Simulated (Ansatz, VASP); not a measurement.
# BN in VASP and in Ansatz

```xyz
4
Lattice="2.5360 0.0000 0.0000 -1.2680 2.1962 0.0000 0.0000 0.0000 4.1990" Properties=species:S:1:pos:R:3 pbc="T T T"
B     1.2680    0.7321    0.0000
B     0.0000    1.4642    2.0995
N     1.2680    0.7321    1.5746
N     0.0000    1.4642    3.6741
```

Measurements of this composition are mostly on another form, of space group No. 194.

Alike in both runs: task single point; functional PBE; k mesh 11 × 11 × 6; occupations fermi-dirac, width 0.02 eV; no spin polarisation.

|  | VASP | Ansatz |
| --- | --- | --- |
| version | VASP 6.6.1 | Ansatz 0.2.0 |
| potentials or method | VASP PAW PBE potentials, release 64 (B, N), cutoff 520 eV | all-electron LAPW, scalar-relativistic |

VASP gave:

| Item | Value |
| --- | --- |
| gap on the k mesh at the Fermi level (eV) | 5.37 |
| pressure (GPa) | 8.3 |
| largest component of the traceless stress (GPa) | 0.81 |
| rms of the force components (eV/Å) | 0.033 |

Estimate Ansatz's values.

gap on the k mesh at the Fermi level (eV): 5.38; pressure (GPa): 8.0; largest component of the traceless stress (GPa): 0.77; rms of the force components (eV/Å): 0.032.

Atom by atom the forces differ by 0.002 eV/Å (rms over components). Ansatz ran all-electron here, so the differences hold the error of VASP's frozen core and of both bases.

Caveats: an odd mesh through Γ misses points on the zone boundary, where band edges often lie; the cell's inner coordinates are idealised or old, which leaves forces on the atoms. Expect the measured gap to be larger: semilocal functionals such as PBE lack the derivative discontinuity.
